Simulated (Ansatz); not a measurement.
**Lanthanum, diamond under m-r²SCAN: structure, energy and stiffness, part 1 of 2**

What does m-r²SCAN give for lanthanum in the diamond structure? We relax it, solve it on a dense k-mesh, then scale the cell to 7 volumes from 88 to 112 % of the relaxed one and try a fit of the equation of state. The start is ferromagnetic. The k-meshes are 8×8×8 for the relaxation; 14×14×14 for the dense run; 14×14×14 for the volumes.

Program: Ansatz 0.2.0. Level of theory: DFT m-r2SCAN, plane waves (500 eV) with PAW, scalar-relativistic; the PAW data stem from PBE, with regenerated cores; m-r²SCAN is r²SCAN on the gauge-invariant kinetic-energy density. These are calculated values, not measurements.

## (1) The system as given

It takes space group Fd-3m (No. 227, cubic). The conventional cell has a = 7.393 Å, b = 7.393 Å, c = 7.393 Å, α = 90.00°, β = 90.00°, γ = 90.00°. La (site symmetry -43m) has 4 La at 3.20 Å as nearest neighbours.

As a file:

```cif
data_structure
_symmetry_space_group_name_H-M 'P 1'
_symmetry_Int_Tables_number 1
_cell_length_a 5.2277
_cell_length_b 5.2277
_cell_length_c 5.2277
_cell_angle_alpha 60.000
_cell_angle_beta 60.000
_cell_angle_gamma 60.000
_cell_volume 101.02
loop_
_atom_site_label
_atom_site_type_symbol
_atom_site_fract_x
_atom_site_fract_y
_atom_site_fract_z
_atom_site_occupancy
La1 La 0.12500 0.12500 0.12500 1
La2 La 0.87500 0.87500 0.87500 1
```

Starting moments (μB): +1 ×2.

## (2) Relaxing cell and atoms

input.yaml reads:

```yaml
crystal:
  lattice:
    - [0.0, 3.6965376151, 3.6965376151]
    - [3.6965376151, 0.0, 3.6965376151]
    - [3.6965376151, 3.6965376151, 0.0]
  atoms:
    - { symbol: La, position: [0.125, 0.125, 0.125], spin: 1.0 }
    - { symbol: La, position: [0.875, 0.875, 0.875], spin: 1.0 }
hamiltonian:
  xc: mr2scan
  pseudopotentials:
    kind: paw
    azcp:
      La: "pseudopotentials/La.paw.azcp"
basis:
  ecutwfc: 500
  fft_grid_basis: typed
kpoints:
  mp_grid: { grid: [8, 8, 8], shift: [0, 0, 0] }
magnetization:
  spin_polarized: true
scf:
  occupations: { method: fermi_dirac, width: 0.05 }
relax:
  max_steps: 60
  f_tol: 0.01
  cell: {}
```

The program printed:

```text
Warning: RAYON_NUM_THREADS=2 ignored (pool sized by the plan → 2); use --threads N
Engine: ansatz 0.2.0, aarch64-unknown-linux-gnu
Pseudopotentials: kind: paw
Pseudopotential: La, paw, valence charge 11, recommended cutoff 500 eV (meta_gga), <dir>
Functional definition: m-r2SCAN
  exchange = m_r2scan_x
  correlation = m_r2scan_c
Crystal: 2 atoms, lattice volume = 101.022 Å³
Basis set: ecut = 500 eV, 2637 PW (Γ), exchange–correlation on 160×160×160 points (64 copies of the dense FFT grid, shifted against one another)
Bands: 16, of which v1, the nominal top of the filled ones, is band 11 counted from 1 (10 counted from 0)
Symmetry: 48 space group operations
Space group: Fd-3m (ITA 227), of the structure as read, at distance tolerance 4.7e-5 Å
Magnetic group: BNS 227.128 (UNI 1630), of the structure as read, at distance tolerance 4.7e-5 Å
k-points: 29 of 512
Non-local potential: La, projectors of the file, l = 0: 3, l = 1: 2, l = 2: 2, l = 3: 3
PAW form: soft (Blöchl's): semilocal exchange-correlation on the pseudo side does not see the compensation charge
PAW frozen core: La, regenerated for the run's functional (the file was generated under x = pbe(κ = 0.804, μ = 0.2195149727645171), c = pbe(β = 0.06672455060314922))
PAW one-centre angular grid: La, 974 points (default); XC on 160 Gauss nodes
Initial density: superposition of atomic densities (chi_scale 0.1, normalization cell)
Starting moments: Σ|m| = 2 μB on 2 of 2 sites
Initial wavefunctions: pseudopotential atomic-orbital guess
Functional: x = mr2scan, c = mr2scan; τ floored in thin density (d = 2e-4 eV/Å³)
iter 1 solved again at ethr=2.27e-3 eV; its pass at ethr=3.10e-3 eV (dr2=4.99e-1 eV) is discarded
SCF iter   1: F=—  HF=-12526.192242 eV  |F-HF|=—  |Δ(HF+E_count)|=         —  Δρ=1.63e-2 (↑1.63e-2 ↓1.05e-2)  dr2=4.56e-1  dr2_τ=3.81e-3  dr2_m=4.44e-2  M=1.389 μB ∫|m|=1.389 μB  β_m=0.98  ethr=2.27e-3  ⟨swp⟩=2.8  Hψ=7073  notcnv=0
Mixer restart at iter 1: flushing history
preconditioner: auto → Kerker (q_TF=auto, 2.116 Å⁻¹)  [metal: Δε(μ)=0.042 eV  Ē_g=1.905 eV  σ=0.050 eV  W_gap=0.21  n_scr=14 (ndim 8)  ℏωp=9.0 eV  f_vac=0.000  D(μ)=3.07/eV (n_scr^D=14)]
spin=Collinear: Kerker preconditioning applied to the charge; magnetization (m = ρ↑ − ρ↓) channel mixes plain (no charge-response kernel on spin).
SCF iter   2: F=—  HF=-12526.431337 eV  |F-HF|=—  |Δ(HF+E_count)|=   2.39e-1  Δρ=9.45e-3 (↑9.45e-3 ↓9.18e-3)  dr2=2.75e-1  dr2_τ=1.48e-3  dr2_m=1.12e-3  M=1.219 μB ∫|m|=1.219 μB  β_m=1.00  ethr=2.07e-3  ⟨swp⟩=3.2  Hψ=1629  notcnv=0  defer=1  κ⁻¹=1.0e0(r=1)
SCF iter   3: F=—  HF=-12526.741962 eV  |F-HF|=—  |Δ(HF+E_count)|=         —  Δρ=6.05e-3 (↑4.79e-3 ↓6.05e-3)  dr2=9.68e-2  dr2_τ=6.91e-4  dr2_m=3.66e-3  M=0.758 μB ∫|m|=0.758 μB  β_m=1.00  ethr=1.25e-3  ⟨swp⟩=3.7  Hψ=1621  notcnv=0
Mixer restart at iter 3: flushing history
SCF iter   4: F=—  HF=-12526.792955 eV  |F-HF|=—  |Δ(HF+E_count)|=   5.10e-2  Δρ=4.52e-3 (↑3.76e-3 ↓4.52e-3)  dr2=6.07e-2  dr2_τ=3.29e-4  dr2_m=2.11e-3  M=0.514 μB ∫|m|=0.514 μB  β_m=1.00  ethr=4.40e-4  ⟨swp⟩=2.6  Hψ=1331  notcnv=0  κ⁻¹=1.0e0(r=1)
SCF iter   5: F=—  HF=-12526.833162 eV  |F-HF|=—  |Δ(HF+E_count)|=   4.02e-2  Δρ=1.20e-3 (↑1.20e-3 ↓1.06e-3)  dr2=9.26e-3  dr2_τ=1.95e-5  dr2_m=3.29e-4  M=-0.215 μB ∫|m|=0.215 μB  β_m=1.00  ethr=2.76e-4  ⟨swp⟩=4.4  Hψ=2160  notcnv=0  κ⁻¹=2.9e-3(r=2)
SCF iter   6: F=—  HF=-12526.829963 eV  |F-HF|=—  |Δ(HF+E_count)|=   3.20e-3  Δρ=8.32e-4 (↑8.32e-4 ↓5.67e-4)  dr2=3.57e-3  dr2_τ=1.86e-5  dr2_m=1.16e-4  M=-0.183 μB ∫|m|=0.183 μB  β_m=0.98  ethr=4.21e-5  ⟨swp⟩=2.6  Hψ=1640  notcnv=0  κ⁻¹=2.8e-3(r=3)
SCF iter   7: F=—  HF=-12526.831557 eV  |F-HF|=—  |Δ(HF+E_count)|=   1.59e-3  Δρ=6.18e-4 (↑5.54e-4 ↓6.18e-4)  dr2=5.64e-4  dr2_τ=7.22e-6  dr2_m=2.27e-4  M=-0.114 μB ∫|m|=0.114 μB  β_m=0.60  ethr=1.62e-5  ⟨swp⟩=2.8  Hψ=1612  notcnv=0  κ⁻¹=2.8e-3(r=4)
SCF iter   8: F=—  HF=-12526.833480 eV  |F-HF|=—  |Δ(HF+E_count)|=   1.92e-3  Δρ=3.79e-4 (↑2.91e-4 ↓3.79e-4)  dr2=2.19e-4  dr2_τ=1.17e-6  dr2_m=6.35e-5  M=-0.052 μB ∫|m|=0.052 μB  β_m=1.00  ethr=2.56e-6  ⟨swp⟩=2.1  Hψ=1545  notcnv=0  κ⁻¹=5.1e-4(r=5)
SCF iter   9: F=—  HF=-12526.833351 eV  |F-HF|=—  |Δ(HF+E_count)|=   1.28e-4  Δρ=1.62e-4 (↑1.59e-4 ↓1.62e-4)  dr2=7.03e-5  dr2_τ=5.98e-7  dr2_m=1.15e-5  M=-0.012 μB ∫|m|=0.012 μB  β_m=1.00  ethr=9.97e-7  ⟨swp⟩=2.0  Hψ=1693  notcnv=0  κ⁻¹=2.0e-4(r=6)
SCF iter  10: F=—  HF=-12526.833288 eV  |F-HF|=—  |Δ(HF+E_count)|=   6.29e-5  Δρ=8.14e-5 (↑8.14e-5 ↓7.69e-5)  dr2=1.29e-5  dr2_τ=1.93e-7  dr2_m=2.79e-6  M=0.022 μB ∫|m|=0.022 μB  β_m=1.00  ethr=3.19e-7  ⟨swp⟩=2.5  Hψ=1682  notcnv=0  κ⁻¹=9.9e-5(r=7)
SCF iter  11: F=—  HF=-12526.833346 eV  |F-HF|=—  |Δ(HF+E_count)|=   5.76e-5  Δρ=6.98e-5 (↑6.98e-5 ↓6.38e-5)  dr2=7.02e-6  dr2_τ=1.32e-7  dr2_m=2.34e-6  M=0.017 μB ∫|m|=0.017 μB  β_m=0.30  ethr=5.87e-8  ⟨swp⟩=2.6  Hψ=1460  notcnv=0  κ⁻¹=7.6e-6(r=8)
SCF iter  12: F=—  HF=-12526.833433 eV  |F-HF|=—  |Δ(HF+E_count)|=   8.71e-5  Δρ=2.67e-5 (↑2.67e-5 ↓2.51e-5)  dr2=7.73e-7  dr2_τ=1.90e-8  dr2_m=4.64e-7  M=-0.003 μB ∫|m|=0.003 μB  β_m=1.00  ethr=3.19e-8  ⟨swp⟩=2.9  Hψ=1773  notcnv=0  κ⁻¹=3.6e-7(r=8)
SCF iter  13: F=—  HF=-12526.833425 eV  |F-HF|=—  |Δ(HF+E_count)|=   8.46e-6  Δρ=1.32e-5 (↑1.24e-5 ↓1.32e-5)  dr2=2.58e-7  dr2_τ=7.05e-9  dr2_m=6.59e-8  M=-0.005 μB ∫|m|=0.005 μB  β_m=1.00  ethr=3.51e-9  ⟨swp⟩=2.8  Hψ=1746  notcnv=0  κ⁻¹=5.2e-5(r=8)
SCF iter  14: F=—  HF=-12526.833425 eV  |F-HF|=—  |Δ(HF+E_count)|=   8.03e-7  Δρ=9.66e-6 (↑9.66e-6 ↓8.94e-6)  dr2=1.42e-7  dr2_τ=2.37e-9  dr2_m=3.80e-8  M=-0.003 μB ∫|m|=0.003 μB  β_m=0.66  ethr=1.17e-9  ⟨swp⟩=3.2  Hψ=1741  notcnv=0  κ⁻¹=8.1e-6(r=8)
SCF iter  15: F=—  HF=-12526.833427 eV  |F-HF|=—  |Δ(HF+E_count)|=   2.03e-6  Δρ=5.68e-6 (↑5.68e-6 ↓5.15e-6)  dr2=2.97e-8  dr2_τ=2.41e-10  dr2_m=1.90e-8  M=-0.000 μB ∫|m|=0.001 μB  β_m=0.37  ethr=6.47e-10  ⟨swp⟩=3.0  Hψ=1782  notcnv=0  κ⁻¹=1.6e-5(r=8)
SCF iter  16: F=—  HF=-12526.833428 eV  |F-HF|=—  |Δ(HF+E_count)|=   1.24e-7  Δρ=3.94e-6 (↑3.94e-6 ↓3.22e-6)  dr2=3.99e-9  dr2_τ=2.57e-10  dr2_m=1.01e-8  M=0.001 μB ∫|m|=0.001 μB  β_m=0.38  ethr=1.35e-10  ⟨swp⟩=3.0  Hψ=1796  notcnv=0  κ⁻¹=2.0e-5(r=8)
SCF iter  17: F=—  HF=-12526.833427 eV  |F-HF|=—  |Δ(HF+E_count)|=   4.02e-7  Δρ=2.21e-6 (↑1.85e-6 ↓2.21e-6)  dr2=2.00e-9  dr2_τ=1.03e-10  dr2_m=3.50e-9  M=0.000 μB ∫|m|=0.000 μB  β_m=0.30  ethr=1.81e-11  ⟨swp⟩=3.0  Hψ=1797  notcnv=0  κ⁻¹=9.9e-6(r=8)
SCF iter  18: F=—  HF=-12526.833427 eV  |F-HF|=—  |Δ(HF+E_count)|=   2.84e-8  Δρ=1.49e-6 (↑9.40e-7 ↓1.49e-6)  dr2=9.74e-10  dr2_τ=1.88e-11  dr2_m=1.06e-9  M=0.000 μB ∫|m|=0.000 μB  β_m=1.00  ethr=9.07e-12  ⟨swp⟩=3.0  Hψ=1760  notcnv=0  κ⁻¹=4.4e-5(r=8)
SCF iter  19: F=—  HF=-12526.833427 eV  |F-HF|=—  |Δ(HF+E_count)|=   2.01e-9  Δρ=5.47e-7 (↑4.24e-7 ↓5.47e-7)  dr2=3.48e-10  dr2_τ=5.69e-12  dr2_m=9.13e-11  M=0.000 μB ∫|m|=0.000 μB  β_m=1.00  ethr=4.43e-12  ⟨swp⟩=3.0  Hψ=1784  notcnv=0  κ⁻¹=4.3e-5(r=8)
SCF iter  20: F=—  HF=-12526.833427 eV  |F-HF|=—  |Δ(HF+E_count)|=  4.64e-10  Δρ=3.69e-7 (↑3.14e-7 ↓3.69e-7)  dr2=1.07e-10  dr2_τ=3.79e-12  dr2_m=7.65e-11  M=0.000 μB ∫|m|=0.000 μB  β_m=0.90  ethr=1.58e-12  ⟨swp⟩=1.1  Hψ=2882  notcnv=0  κ⁻¹=3.8e-5(r=8)
SCF iter  21: F=-12526.833427 eV  HF=-12526.833427 eV  |F-HF|=1.02e-10  |Δ(HF+E_count)|=  6.02e-10  Δρ=1.40e-7 (↑1.40e-7 ↓1.28e-7)  dr2=3.43e-11  dr2_τ=3.93e-13  dr2_m=7.92e-12  M=0.000 μB ∫|m|=0.000 μB  ethr=1.00e-12  ⟨swp⟩=3.0  Hψ=1971  notcnv=0
WARN: the starting moments were not kept: the SCF closed with an absolute magnetisation of 3.9e-5 μB, where they sum to 2 μB in size (2 sites). That is at most 0.1 of that sum. Measured as dr2_m measures the in/out step, that magnetisation stands 5.3e-11 eV from none, at or under the dr2_threshold of 1.0e-7 eV: it is no larger than a step whose dr2_m would equal this threshold. The system may hold no moment; this SCF shows only that its start led to no more than that. To try another start: raise the starting moments (crystal.atoms[].spin, magnetization.per_species, magnetization.initial_magnetization, or on a non-collinear deck that types none of these the spinor_matrix: blocks that start its atoms; where the total moment is fixed, keep their sum and leave initial_magnetization as it is; typed ones take the place of any that the run laid by itself, positive ones on a crystal's lanthanoids without a Hubbard term where scf.initial_density.shell_occupations: [] is typed) or, if the notice of its spin-set hold's release reads "site moments contracting" or "site moments show no strong build", lengthen the hold (scf.mixing.spin_hold: { on: { confirm: 4 } }; for m-r²SCAN on two components see the key's manual first). Each may lead to a state that holds a moment. A second SCF, from the converged charge density, with the starting moments and any scf.initial_density.shell_occupations laid on it anew, would have followed, and was not run: the deck does not ask for one (magnetization.retry_lost_moments is false, the default). To let it run, set magnetization.retry_lost_moments: true and run the deck again, where that key's refused combinations let it; where memory then withholds it, that run's warning says so.
SCF 1 converged in 21 iterations: F = -12526.833427 eV  dr2 = 3.43e-11
relax step   1: F+E_penalty+E_count = -12526.83342717 eV  Δ(F+E_penalty+E_count) = +0.000e0 eV  max|allowed force component| = 1.388e-17 eV/Å  Δτ_max = 0.0000 Å  P = -5.702 GPa  Ω = 101.022 Å³  (21 SCF iters, dr2 threshold 1.00e-7 eV, accepted)
[... 25 lines left out ...]
relax step   2: F+E_penalty+E_count = -12527.32248024 eV  Δ(F+E_penalty+E_count) = -4.891e-1 eV  max|allowed force component| = 8.327e-17 eV/Å  Δτ_max = 0.0000 Å  P = -5.016 GPa  Ω = 86.956 Å³  energy of the carried Pulay correction = +1.767e-3 eV  (15 SCF iters, dr2 threshold 2.00e-7 eV, accepted)
[... 22 lines left out ...]
relax step   3: F+E_penalty+E_count = -12527.57860913 eV  Δ(F+E_penalty+E_count) = -2.561e-1 eV  max|allowed force component| = 2.267e-16 eV/Å  Δτ_max = 0.0000 Å  P = -0.371 GPa  Ω = 74.260 Å³  energy of the carried Pulay correction = +3.686e-3 eV  (15 SCF iters, dr2 threshold 2.00e-7 eV, accepted)
[... 15 lines left out ...]
relax step   4: F+E_penalty+E_count = -12527.57922570 eV  Δ(F+E_penalty+E_count) = -6.166e-4 eV  max|allowed force component| = 1.850e-16 eV/Å  Δτ_max = 0.0000 Å  P = +0.200 GPa  Ω = 73.407 Å³  energy of the carried Pulay correction = +3.829e-3 eV  (9 SCF iters, dr2 threshold 2.00e-7 eV, accepted)
[... 13 lines left out ...]
relax step   5: F+E_penalty+E_count = -12527.57935900 eV  Δ(F+E_penalty+E_count) = -1.333e-4 eV  max|allowed force component| = 2.174e-16 eV/Å  Δτ_max = 0.0000 Å  P = +0.005 GPa  Ω = 73.691 Å³  energy of the carried Pulay correction = +3.781e-3 eV  (8 SCF iters, dr2 threshold 9.98e-8 eV, accepted)
[... 13 lines left out ...]
relax step   6: F+E_penalty+E_count = -12527.57599230 eV  Δ(F+E_penalty+E_count) = +3.367e-3 eV  max|allowed force component| = 2.544e-16 eV/Å  Δτ_max = 0.0000 Å  P = -0.003 GPa  Ω = 73.691 Å³  stress off target by 3.01e-3 GPa  SCF on the basis re-selected at this cell (its energy is not comparable with the rows above)  (7 SCF iters)
basis re-selected at this cell: Δ(F+E_penalty+E_count) = +3.367e-3 eV, ΔP = -0.008 GPa vs the last step (what re-selecting the basis moved, of the pressure what is left beyond the Pulay correction that the steps carried, after the strain that the cell walked since its last selection, with what the two solves' SCF thresholds leave and, on support functions, any second-order correction that the steps lacked; it is no measure of the basis error at this ecutwfc). The dense FFT grid was sized anew with the basis: this SCF ran on 36×36×36 points, the steps before it on 40×40×40, so part of this shift can come from that change (see relax.cell in the input reference). This SCF's stress stands 3.01e-3 GPa from its target on what of the cell is left free (relax.cell.stress_tol is 5.00e-2 GPa) and its largest allowed force component is 2.54e-16 eV/Å (relax.f_tol is 1.00e-2 eV/Å): within both
SCF converged after 7 iterations
Stability not checked: this state was not tested for a lower state beside it, because the mixer in use, unlike msr1, does not test its closes by its own steps (another_mixer; see scf.mixing.algorithm and scf.lower_state_search)
Magnetization: -0.0000 μB (11.0000 up, 11.0000 down)
Absolute magnetization: 0.0000 μB (∫|ρ↑−ρ↓|, with the PAW one-centre terms)
Spin contamination: 0.0000 ħ² per cell (⟨S²⟩ above its minimum at these occupations)
Per-site moments (μB) at R_I (Å): [(-2.7787332788687868e-8, 1.188730935042921), (-2.7787332726981786e-8, 1.188730935042921)]
Free energy (F): -12527.575992 eV
Harris-Foulkes:  -12527.575992 eV  (|F-HF|=3.46e-11)
Internal energy: -12527.565025 eV  (E = F + TS)
E sigma→0 (E₀):  -12527.570508 eV
Entropy (-TS):   -0.010968 eV (-5.484 meV/atom)
Fermi energy:    10.868069 eV
--- Per-component energies (eV) ---
  E_band       = -113.976642
  E_kinetic    = 397.285252
  E_local      = -853.671409  (includes V_loc(G=0)·N_el)
  E_nonlocal   = 187.875512
  E_hartree    = 293.764654
  E_xc         = -267.154355
  E_vxc        = -325.453610  (∫ρ·V_xc dr)
  E_paw        = -10875.510204  (= ΣΔE_a)
  E_vpaw       = -124.473869  (= ΣTr[D̂ρ^β])
  E_aug_tail   = 0.000000  (compensation charges beyond the density's cutoff)
  E_vtau       = 16.932142  (kinetic-family band-sum trace: ∫τ·v_τ [+ j·A + Jᵃ·Aᵃ] dr)
  E_ewald      = -1410.291499
  E_core_change = 0.137025  (= ΣΔE_core)
  E_smearing   = -0.010968  (= −TS)
  E_closure    = 0.000000  (closes the sum)
  Σ components = -12527.575992   (vs F -12527.575992, Δ=0.00e0)
--- Forces (eV/Å), atoms counted from 1 ---
  atom   1  La     0.00000000     0.00000000     0.00000000
  atom   2  La    -0.00000000    -0.00000000    -0.00000000
  max |Σ_I F_I| component: 5.55e-17 eV/Å
--- Stress (GPa, compression-positive) ---
       -0.003011      -0.000000      -0.000000
       -0.000000      -0.003011      -0.000000
       -0.000000      -0.000000      -0.003011
  P = ⅓ Tr σ = -0.0030 GPa (-0.030 kbar)
--- Relaxed structure (5 steps of the walk, 5 accepted, 1 SCFs on fresh bases) ---
  F+E_penalty+E_count = -12527.57599230 eV   max|allowed force component| = 2.544e-16 eV/Å   (the final SCF, on the basis selected at the relaxed cell)
  cell:  # Å, volume = 73.6914 Å³
    - [2.840669905671202e-33, 3.32758363801729, 3.32758363801729]
    - [3.32758363801729, 4.97435694978241e-33, 3.32758363801729]
    - [3.32758363801729, 3.32758363801729, 9.235361809623255e-34]
  atoms:
    - { symbol: La, position: [0.12499999999999999, 0.12499999999999999, 0.12499999999999999] }
    - { symbol: La, position: [0.875, 0.875, 0.875] }
```

Run time: 65 s. Hardware: 2 threads of an Arm CPU, shared host; peak memory 0.73 GiB.

Relaxation path:

```
step  energy change (meV/atom)  largest force (eV/Å)  pressure (GPa)  volume (Å³/atom)
   1                      0.00                0.0000           -5.70            50.511
   2                   -244.53                0.0000           -5.02            43.478
   3                   -372.59                0.0000           -0.37            37.130
   4                   -372.90                0.0000            0.20            36.703
   5                   -372.97                0.0000            0.00            36.846
   6                   -371.28                0.0000            0.00            36.846
```

Steps that repeat a cell are solved on a basis chosen anew, so their changes of energy are no gain of the relaxation.

Changes in the cell that was computed:

|  | before | after | change |
| --- | --- | --- | --- |
| a (Å) | 5.228 | 4.706 | -10.0 % |
| b (Å) | 5.228 | 4.706 | -10.0 % |
| c (Å) | 5.228 | 4.706 | -10.0 % |
| volume (Å³/atom) | 50.511 | 36.846 | -27.1 % |
| shortest distance (Å) | 3.201 | 2.882 | -10.0 % |
| space group (spins left aside) | Fd-3m | Fd-3m | same |

## (3) The energy on a finer k-mesh

input.yaml reads:

```yaml
crystal:
  lattice:
    - [0.0, 3.327583638, 3.327583638]
    - [3.327583638, 0.0, 3.327583638]
    - [3.327583638, 3.327583638, 0.0]
  atoms:
    - { symbol: La, position: [0.125, 0.125, 0.125], spin: 1.0 }
    - { symbol: La, position: [0.875, 0.875, 0.875], spin: 1.0 }
hamiltonian:
  xc: mr2scan
  pseudopotentials:
    kind: paw
    azcp:
      La: "pseudopotentials/La.paw.azcp"
basis:
  ecutwfc: 500
  fft_grid_basis: typed
kpoints:
  mp_grid: { grid: [14, 14, 14], shift: [0, 0, 0] }
magnetization:
  spin_polarized: true
scf:
  occupations: { method: fermi_dirac, width: 0.05 }
```

The program printed, shortened:

```text
Warning: RAYON_NUM_THREADS=2 ignored (pool sized by the plan → 2); use --threads N
[...]
Pseudopotentials: kind: paw
Pseudopotential: La, paw, valence charge 11, recommended cutoff 500 eV (meta_gga), <dir>
Functional definition: m-r2SCAN
[...]
Crystal: 2 atoms, lattice volume = 73.691 Å³
Basis set: ecut = 500 eV, 1893 PW (Γ), exchange–correlation on 144×144×144 points (64 copies of the dense FFT grid, shifted against one another)
Bands: 16, of which v1, the nominal top of the filled ones, is band 11 counted from 1 (10 counted from 0)
Symmetry: 48 space group operations
Space group: Fd-3m (ITA 227), of the structure as read, at distance tolerance 4.2e-5 Å
Magnetic group: BNS 227.128 (UNI 1630), of the structure as read, at distance tolerance 4.2e-5 Å
k-points: 104 of 2744
[...]
Starting moments: Σ|m| = 2 μB on 2 of 2 sites
[...]
SCF iter  17: F=-12527.575153 eV  HF=-12527.575153 eV  |F-HF|=4.73e-11  |Δ(HF+E_count)|=  3.27e-10  Δρ=1.13e-7 (↑1.02e-7 ↓1.13e-7)  dr2=6.52e-12  dr2_τ=3.77e-13  dr2_m=4.69e-12  M=0.000 μB ∫|m|=0.000 μB  ethr=1.00e-12  ⟨swp⟩=1.0  Hψ=9830  notcnv=0
[...]
WARN: the starting moments were not kept: the SCF closed with an absolute magnetisation of 3.9e-6 μB, where they sum to 2 μB in size (2 sites). That is at most 0.1 of that sum. Measured as dr2_m measures the in/out step, that magnetisation stands 8.6e-13 eV from none, at or under the [...]
this state was not tested for a lower state beside it, because the mixer in use, unlike msr1, does not test its closes by its own steps (another_mixer; see scf.mixing.algorithm and scf.lower_state_search)
SCF converged after 17 iterations
Magnetization: 0.0000 μB (11.0000 up, 11.0000 down)
Absolute magnetization: 0.0000 μB (∫|ρ↑−ρ↓|, with the PAW one-centre terms)
Spin contamination: 0.0000 ħ² per cell (⟨S²⟩ above its minimum at these occupations)
Per-site moments (μB) at R_I (Å): [(9.579121788656983e-7, 1.1887309350367445), (9.579121789189182e-7, 1.1887309350367445)]
Free energy (F): -12527.575153 eV
[...]
E sigma→0 (E₀):  -12527.569752 eV
Entropy (-TS):   -0.010801 eV (-5.400 meV/atom)
Fermi energy:    10.860033 eV
[...]
```

Run time: 33 s. Hardware: 2 threads of an Arm CPU, shared host; peak memory 0.68 GiB.

(Continued in part 2 of 2.)
